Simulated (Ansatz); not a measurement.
# Si on Nb(100): change of the work function, part 2 of 3

Aim: the work function of Nb(100) at several coverages of Si (hollow site), and the dipole that each adsorbate carries.

Ansatz 0.2.0; plane-wave DFT, RPBE, Ansatz PAW.

So far, work function, upper face (eV): step 2 (the clean slab) 3.45; step 3 (46 atoms, coverage 0.111 ML, cell 3x3) 3.81; step 4 (21 atoms, coverage 0.25 ML, cell 2x2) 4.28.

**5. Adsorbate added, k-mesh 5×5×1, coverage 0.5 ML**

System of this step: Si/Nb(100). The cell holds 22 atoms: 20 Nb and 2 Si. Cell: a = 6.600 Å, b = 6.600 Å, c = 26.198 Å, α = 90.0°, β = 90.0°, γ = 90.0°. Vacuum lies along c.

The input, input.yaml:

```yaml
crystal:
  lattice:
    - [6.6, 0.0, 0.0]
    - [0.0, 6.6, 0.0]
    - [0.0, 0.0, 26.1984365615]
  atoms:
    - { symbol: Nb, position: [0.0, 0.0, 0.34353195] }
    - { symbol: Nb, position: [0.25, 0.25, 0.4065128076] }
    - { symbol: Nb, position: [0.0, 0.0, 0.4704112922] }
    - { symbol: Nb, position: [0.25, 0.25, 0.5356217721] }
    - { symbol: Nb, position: [0.0, 0.0, 0.591548868] }
    - { symbol: Nb, position: [0.0, 0.5, 0.34353195] }
    - { symbol: Nb, position: [0.25, 0.75, 0.4065128076] }
    - { symbol: Nb, position: [0.0, 0.5, 0.4704112922] }
    - { symbol: Nb, position: [0.25, 0.75, 0.5356217721] }
    - { symbol: Nb, position: [0.0, 0.5, 0.591548868] }
    - { symbol: Nb, position: [0.5, 0.0, 0.34353195] }
    - { symbol: Nb, position: [0.75, 0.25, 0.4065128076] }
    - { symbol: Nb, position: [0.5, 0.0, 0.4704112922] }
    - { symbol: Nb, position: [0.75, 0.25, 0.5356217721] }
    - { symbol: Nb, position: [0.5, 0.0, 0.591548868] }
    - { symbol: Nb, position: [0.5, 0.5, 0.34353195] }
    - { symbol: Nb, position: [0.75, 0.75, 0.4065128076] }
    - { symbol: Nb, position: [0.5, 0.5, 0.4704112922] }
    - { symbol: Nb, position: [0.75, 0.75, 0.5356217721] }
    - { symbol: Nb, position: [0.5, 0.5, 0.591548868] }
    - { symbol: Si, position: [0.25, 0.25, 0.65646805] }
    - { symbol: Si, position: [0.75, 0.75, 0.65646805] }
kpoints:
  mp_grid: { grid: [5, 5, 1] }
hamiltonian:
  xc: rpbe
scf:
  occupations: { method: fermi_dirac, width: 0.1 }
  convergence: { dr2_threshold: 1.0e-08 }
efield:
  axis: 3
  dipole_correction: true
  ramp_position: 0.97
  ramp_width: 0.06
relax:
  f_tol: 0.02
  max_steps: 60
  constraints: [{ sites: [0, 1, 5, 6, 10, 11, 15, 16] }]
output:
  bader: true
  dos: { projected: true, e_range: [-8, 4] }
  write_potential: true
  write_density: true
  volumetric_format: npy
```

Run with:

```sh
$ ansatz run input.yaml --threads 4 --pin off --max-ram 12288MiB --backend cpu --events-out ev --progress --plain --runs-dir out
```

It took 3.9 min on 4 threads of Arm Neoverse V1, shared host; peak memory 3.9 GiB; 15 min of CPU time.

Relaxation path:

```
step  energy less that of the first step (eV)  largest force component (eV/Å)
   1                                   0.0000                          2.4434
   2                                  -1.3523                          1.2712
   3                                  -1.6076                          0.3351
   4                                  -1.6212                          0.0796
   5                                  -1.6236                          0.0159
```

The run keeps the 16 symmetry operations that it works with, so distortions that break them were not tested.

The atoms that moved most (Å):

```
atom     dx     dy      dz  length
Si21  0.000  0.000  -0.382   0.382
Si22  0.000  0.000  -0.382   0.382
 Nb5  0.000  0.000   0.150   0.150
Nb10  0.000  0.000   0.150   0.150
Nb15  0.000  0.000   0.150   0.150
Nb20  0.000  0.000   0.150   0.150
Nb19  0.000  0.000  -0.024   0.024
 Nb4  0.000  0.000  -0.024   0.024
```

The relaxed structure:

```cif
data_structure
_symmetry_space_group_name_H-M 'P 1'
_symmetry_Int_Tables_number 1
_cell_length_a 6.6000
_cell_length_b 6.6000
_cell_length_c 26.1984
_cell_angle_alpha 90.000
_cell_angle_beta 90.000
_cell_angle_gamma 90.000
_cell_volume 1141.20
loop_
_atom_site_label
_atom_site_type_symbol
_atom_site_fract_x
_atom_site_fract_y
_atom_site_fract_z
_atom_site_occupancy
Nb1 Nb 0.00000 0.00000 0.34353 1
Nb2 Nb 0.25000 0.25000 0.40651 1
Nb3 Nb 0.00000 0.00000 0.47035 1
Nb4 Nb 0.25000 0.25000 0.53470 1
Nb5 Nb 0.00000 0.00000 0.59728 1
Nb6 Nb 0.00000 0.50000 0.34353 1
Nb7 Nb 0.25000 0.75000 0.40651 1
Nb8 Nb 0.00000 0.50000 0.47035 1
Nb9 Nb 0.25000 0.75000 0.53547 1
Nb10 Nb 0.00000 0.50000 0.59728 1
Nb11 Nb 0.50000 0.00000 0.34353 1
Nb12 Nb 0.75000 0.25000 0.40651 1
Nb13 Nb 0.50000 0.00000 0.47035 1
Nb14 Nb 0.75000 0.25000 0.53547 1
Nb15 Nb 0.50000 0.00000 0.59728 1
Nb16 Nb 0.50000 0.50000 0.34353 1
Nb17 Nb 0.75000 0.75000 0.40651 1
Nb18 Nb 0.50000 0.50000 0.47035 1
Nb19 Nb 0.75000 0.75000 0.53470 1
Nb20 Nb 0.50000 0.50000 0.59728 1
Si21 Si 0.25000 0.25000 0.64189 1
Si22 Si 0.75000 0.75000 0.64189 1
```

The density of states has structure finer than the step of the table below, so its rows give means over 0.25 eV, whole bins alone (the curve runs from -8 to 1.77 eV). Peaks (eV: height): -3.070: 59.4, -2.200: 48.7, -1.380: 64.9, -1.200: 50.7, -0.570: 48.7, 0.270: 77.8, 1.650: 61.3.

Density of states against energy, zero at the Fermi level; means over each step:

energy (eV), density of states (states/eV a cell) and a bar:
```
    -7.75        1.0 #
    -7.50        3.1 ##
    -7.25        4.6 ####
    -7.00        8.1 ######
    -6.75        2.6 ##
    -6.50        0.1 
    -6.25        0.0 
    -6.00        0.0 
    -5.75        0.0 
    -5.50        0.0 
    -5.25        0.8 #
    -5.00        1.5 #
    -4.75        2.0 ##
    -4.50        2.2 ##
    -4.25        1.0 #
    -4.00        3.4 ###
    -3.75        5.5 ####
    -3.50       13.6 ##########
    -3.25       16.9 #############
    -3.00       27.0 #####################
    -2.75       32.8 #########################
    -2.50       21.6 #################
    -2.25       30.7 ########################
    -2.00       16.0 ############
    -1.75       25.3 ####################
    -1.50       34.1 ##########################
    -1.25       38.9 ##############################
    -1.00       28.0 ######################
    -0.75       30.9 ########################
    -0.50       34.0 ##########################
    -0.25       29.9 #######################
     0.00       25.7 ####################
     0.25       33.7 ##########################
     0.50       29.2 #######################
     0.75       19.0 ###############
     1.00       12.4 ##########
     1.25       12.3 ##########
     1.50       24.5 ###################
```

The relaxation took 5 steps and lowered the energy by 1.6 eV; the largest force on the free atoms ends at 0.016 eV/Å.

The covered face has 4.92 eV, +1.47 eV against the clean one; the bare back face has moved by +0.01 eV, a measure of how thin the slab is.

**6. The covered slab, k-mesh 9×9×1, coverage 1 ML**

System of this step: Si/Nb(100). The cell holds 6 atoms: 5 Nb and 1 Si. Cell: a = 3.300 Å, b = 3.300 Å, c = 26.198 Å, α = 90.0°, β = 90.0°, γ = 90.0°. Vacuum lies along c.

input.yaml, the sections that differ from step 5:

```yaml
crystal:
  lattice:
    - [3.3, 0.0, 0.0]
    - [0.0, 3.3, 0.0]
    - [0.0, 0.0, 26.1984365615]
  atoms:
    - { symbol: Nb, position: [0.0, 0.0, 0.34353195] }
    - { symbol: Nb, position: [0.5, 0.5, 0.4065128076] }
    - { symbol: Nb, position: [0.0, 0.0, 0.4704112922] }
    - { symbol: Nb, position: [0.5, 0.5, 0.5356217721] }
    - { symbol: Nb, position: [0.0, 0.0, 0.591548868] }
    - { symbol: Si, position: [0.5, 0.5, 0.65646805] }
kpoints:
  mp_grid: { grid: [9, 9, 1] }
relax:
  f_tol: 0.02
  max_steps: 60
  constraints: [{ sites: [0, 1] }]
output:
  bader: true
  write_potential: true
  write_density: true
  volumetric_format: npy
# hamiltonian, scf, efield: as in step 5
```

The job ended after 35 s (4 threads; peak memory 0.64 GiB; 2.3 min of CPU time).

The steps of the relaxation:

```
step  energy less that of the first step (eV)  largest force component (eV/Å)
   1                                   0.0000                          2.2996
   2                                  -0.5116                          1.1338
   3                                  -0.6515                          0.5018
   4                                  -0.6614                          0.2065
   5                                  -0.6671                          0.0215
   6                                  -0.6672                          0.0005
```

Forces are held to the 8 operations that the run works with; a distortion that breaks them can't arise in this run.

The atoms that moved most (Å):

```
atom     dx     dy      dz  length
 Si6  0.000  0.000  -0.417   0.417
 Nb5  0.000  0.000   0.198   0.198
 Nb4  0.000  0.000  -0.039   0.039
 Nb3  0.000  0.000  -0.025   0.025
```

The relaxation took 6 steps and lowered the energy by 0.67 eV; the largest force on the free atoms ends at 5.2e-4 eV/Å.

The covered face has 4.40 eV, +0.95 eV against the clean one; the bare back face has moved by +0.01 eV, a measure of how thin the slab is.

**7. Work function against coverage**

This step: plane-wave DFT, RPBE, Ansatz PAW; work function against coverage (Ansatz 0.2.0).

The runs are now put side by side.

This step gave:

* work function of the clean face: 3.449 eV
* largest change of the work function: 1.468 eV

Table of work function of the covered face by coverage:

```
coverage (adsorbates/nm²)  work function of the covered face (eV)
                     0.00                                    3.45
                     1.02                                    3.81
                     2.30                                    4.28
                     4.59                                    4.92
                     9.18                                    4.40
```

The dipole per adsorbate comes from the change of the cell's dipole. Coverage, by row:

```
coverage (1/nm²)  coverage (ML)  work function (eV)  change (eV)  dipole per adsorbate, positive end outwards (debye)  mean height of the added atoms over the highest substrate atom (Å)
            1.02         0.1111               3.808       0.3586                                               -0.923                                                               1.176
           2.296           0.25               4.276       0.8269                                               -0.948                                                               1.182
           4.591            0.5               4.917        1.468                                               -0.843                                                               1.169
           9.183              1                 4.4       0.9502                                               -0.272                                                               1.086
```

**8. The slab at 0.25 ML, atoms frozen**

This step: plane-wave DFT, RPBE, Ansatz PAW (Ansatz 0.2.0).

System of this step: Si/Nb(100). The cell holds 21 atoms: 20 Nb and 1 Si. Its edges and angles: a = 6.600 Å, b = 6.600 Å, c = 26.198 Å, α = 90.0°, β = 90.0°, γ = 90.0°. Vacuum lies along c.

To see where the charge goes, the covered slab, the bare substrate and the adsorbate layer are each run at the same frozen positions and on the same grid.

The input, input.yaml:

```yaml
crystal:
  lattice:
    - [6.6, 0.0, 0.0]
    - [0.0, 6.6, 0.0]
    - [0.0, 0.0, 26.1984365615]
  atoms:
    - { symbol: Nb, position: [0.0, 0.0, 0.34353195] }
    - { symbol: Nb, position: [0.25, 0.25, 0.4065128076] }
    - { symbol: Nb, position: [0.0005629252, 0.0005629252, 0.4705842796] }
    - { symbol: Nb, position: [0.25, 0.25, 0.5341886684] }
    - { symbol: Nb, position: [-0.0022333524, -0.0022333524, 0.594691309] }
    - { symbol: Nb, position: [0.0, 0.5, 0.34353195] }
    - { symbol: Nb, position: [0.25, 0.75, 0.4065128076] }
    - { symbol: Nb, position: [0.0005629252, 0.4994370748, 0.4705842796] }
    - { symbol: Nb, position: [0.25, 0.75, 0.5361244572] }
    - { symbol: Nb, position: [-0.0022333524, 0.5022333524, 0.594691309] }
    - { symbol: Nb, position: [0.5, 0.0, 0.34353195] }
    - { symbol: Nb, position: [0.75, 0.25, 0.4065128076] }
    - { symbol: Nb, position: [0.4994370748, 0.0005629252, 0.4705842796] }
    - { symbol: Nb, position: [0.75, 0.25, 0.5361244572] }
    - { symbol: Nb, position: [0.5022333524, -0.0022333524, 0.594691309] }
    - { symbol: Nb, position: [0.5, 0.5, 0.34353195] }
    - { symbol: Nb, position: [0.75, 0.75, 0.4065128076] }
    - { symbol: Nb, position: [0.4994370748, 0.4994370748, 0.4705842796] }
    - { symbol: Nb, position: [0.75, 0.75, 0.5352144659] }
    - { symbol: Nb, position: [0.5022333524, 0.5022333524, 0.594691309] }
    - { symbol: Si, position: [0.25, 0.25, 0.6398175386] }
kpoints:
  mp_grid: { grid: [5, 5, 1] }
hamiltonian:
  xc: rpbe
scf:
  occupations: { method: fermi_dirac, width: 0.1 }
  convergence: { dr2_threshold: 1.0e-08 }
efield:
  axis: 3
  dipole_correction: true
  ramp_position: 0.97
  ramp_width: 0.06
output:
  write_potential: true
  write_density: true
  volumetric_format: npy
```

The job ended after 58 s (4 threads; peak memory 3.6 GiB; 3.8 min of CPU time).

Numbers from this step:

| Property | Result |
| --- | --- |
| energy at zero smearing | -91811.8281 eV |
| work function, upper face | 4.276 eV |
| work function, lower face | 3.584 eV |
| dipole along the normal | -0.1666 e·Å |
| step between the vacuum levels | 0.6922 eV |

The work function of the upper face is 4.28 eV.

**9. The substrate of the 0.25 ML cell alone**

System of this step: Si/Nb(100), substrate alone, atoms held. The cell holds 20 atoms: 20 Nb. Its edges and angles: a = 6.600 Å, b = 6.600 Å, c = 26.198 Å, α = 90.0°, β = 90.0°, γ = 90.0°. Vacuum lies along c.

The second part, atoms unmoved.

input.yaml, as its differences from that of step 8:

```diff
@@ -26,3 +26,2 @@
     - { symbol: Nb, position: [0.5022333524, 0.5022333524, 0.594691309] }
-    - { symbol: Si, position: [0.25, 0.25, 0.6398175386] }
 kpoints:
```

The job ended after 55 s (4 threads; peak memory 3.5 GiB).

This step gave:

```
energy at zero smearing        : -91171.1113 eV
work function, upper face      : 3.505 eV
work function, lower face      : 3.572 eV
dipole along the normal        : 0.01620 e·Å
step between the vacuum levels : -0.06728 eV
```

The work function of the upper face is 3.50 eV.

**10. The adsorbate layer of the 0.25 ML cell alone**

System of this step: Si/Nb(100), adsorbate layer alone, atoms held. The cell holds 1 atom: 1 Si. Its edges and angles: a = 6.600 Å, b = 6.600 Å, c = 26.198 Å, α = 90.0°, β = 90.0°, γ = 90.0°. Vacuum lies along c.

The third part; a free layer of atoms may carry a moment, so spin is on.

input.yaml, the sections that differ from step 9:

```yaml
crystal:
  lattice:
    - [6.6, 0.0, 0.0]
    - [0.0, 6.6, 0.0]
    - [0.0, 0.0, 26.1984365615]
  atoms:
    - { symbol: Si, position: [0.25, 0.25, 0.6398175386], spin: 1.0 }
magnetization:
  spin_polarized: true
# kpoints, hamiltonian, scf, efield, output: as in step 9
```

The job ended after 7.1 s (4 threads; peak memory 1 GiB).

This step gave:

| Quantity | Value |
| --- | --- |
| energy at zero smearing | -634.7077 eV |
| total moment | 2.000 μB |
| site moments | 1.945 μB |
| work function, upper face | 4.563 eV |
| dipole along the normal | -1.72e-6 e·Å |

Site moment by atom:

```
atom  site moment (μB)
 Si1              1.95
```

The free layer carries a moment of 2.0 μB a cell.

**11. Where the charge went at 0.25 ML**

This step: plane-wave DFT, RPBE, Ansatz PAW; density difference on adsorption (Ansatz 0.2.0).

The densities of the parts are taken from that of the whole and averaged over planes; the first moment of what is left gives the step in the potential.

This step gave:

* largest charge moved: -0.003662 e/Å²
* potential step from the moved charge: 0.7593 eV

The electron density difference oscillates, so the rows of the table below give means over windows of 1 Å about each position, cut where the curve ends. Its maxima inside the range that stand out by 2 % of the span (Å: e/Å³): 9.5: 4.1e-4, 11.6: 7.1e-4, 13.7: 0.00127, 15.3: 2.5e-4, 16.6: 0.00517. Its minima: 9.0: -3.6e-4, 10.9: -3.8e-4, 12.8: -7.0e-4, 14.7: -0.00527, 15.6: -0.00237, 18.0: -8.5e-4.

Planar mean, whole system less its parts. Electron density difference against z; means over each step:

z (Å), electron density difference (e/Å³) and a bar from the least value:
```
        3    0.00000 ##############
        4    0.00000 ##############
        5    0.00000 ##############
        6    0.00002 ##############
        7    0.00005 ##############
        8   -0.00005 #############
        9   -0.00005 #############
       10    0.00000 ##############
       11   -0.00016 #############
       12    0.00015 ##############
       13   -0.00008 #############
       14   -0.00023 ############
       15   -0.00263 
       16    0.00099 ###################
       17    0.00314 ##############################
       18   -0.00069 ##########
       19   -0.00037 ############
       20   -0.00008 #############
       21   -0.00001 ##############
       22    0.00000 ##############
       23    0.00000 ##############
```

[end of part 2 of 3]

[Logs are printed without paths, hosts, clocks, repeated set-up lines and the standing remarks that a program may print on its own settings, such as how far it seeks lower states.]

[Hosts, paths, dates, database ids (printed as entryN), source tags and the programs' standing remarks are cut or masked in the printed files.]

[Maps of the electrostatic potential energy from Ansatz leave out the sawtooth potential of an applied field or a dipole correction, so their vacuum need not be flat; planar profiles and work functions include it.]

[The density of states shown here was stored with 400 of the rows of the run's finer table, so its peaks can read low, often by over a quarter, or be missed, and its means over a window can be off by a tenth or more.]
